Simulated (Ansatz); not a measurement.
Crystal: MoS2.

```
CELL_PARAMETERS angstrom
1.58000 0.91221 6.15000
-1.58000 0.91221 6.15000
0.00000 -1.82443 6.15000
ATOMIC_POSITIONS crystal
Mo 0.00000 0.00000 0.00000
S 0.41700 0.41700 0.41700
S 0.25000 0.25000 0.25000
```

Measurements of this composition are mostly on another form, of space group No. 194.

- Program: Ansatz 0.2.0
- Task: relaxation of cell and atoms
- Functional: PBE
- Potentials or basis: Ansatz PAW
- Cutoff: 420 eV (not typed: the program's choice for these potentials)
- k mesh: 10 × 10 × 10
- Occupations: fermi-dirac, width 0.05 eV
- Spin: no spin polarisation

At the start: volume 17.73 Å³/atom.

Problem. Where does the relaxation end?

Solution. It ends after 14 steps and the volume is 21.69 Å³/atom (+22.4 %); space group R3m (No. 160, to 0.05 Å).

Step by step:
```
step  energy change (eV)  largest force (eV/Å)  volume (Å³)
   1              0.0000                0.5212        53.18
   2             -0.0451                0.1146        57.58
   3             -0.0564                0.1017        58.12
   4             -0.0605                0.0527        59.18
   5             -0.0628                0.0037        60.81
   6             -0.0629                0.0019        61.15
   7             -0.0629                0.0004        61.25
   8             -0.0660                0.0002        61.25
   9             -0.0670                0.0045        62.37
  10             -0.0676                0.0258        63.99
  11             -0.0676                0.0053        64.37
  12             -0.0676                0.0086        65.07
  13             -0.0676                0.0008        65.07
  14             -0.0681                0.0007        65.07
```

Final structure:
```
CELL_PARAMETERS angstrom
1.59264 0.91951 7.40560
-1.59264 0.91951 7.40560
0.00000 -1.83903 7.40560
ATOMIC_POSITIONS crystal
Mo 0.00011 0.00011 0.00011
S 0.40377 0.40377 0.40377
S 0.26312 0.26312 0.26312
```

Caveat: the volume moved by over 15 % at a fixed basis, so the end points are rough; the plane-wave basis is chosen anew once the cell has moved, so the energies of steps on either side of that aren't comparable; the volume moved by +22 % from the deposited cell, more than functionals usually miss.
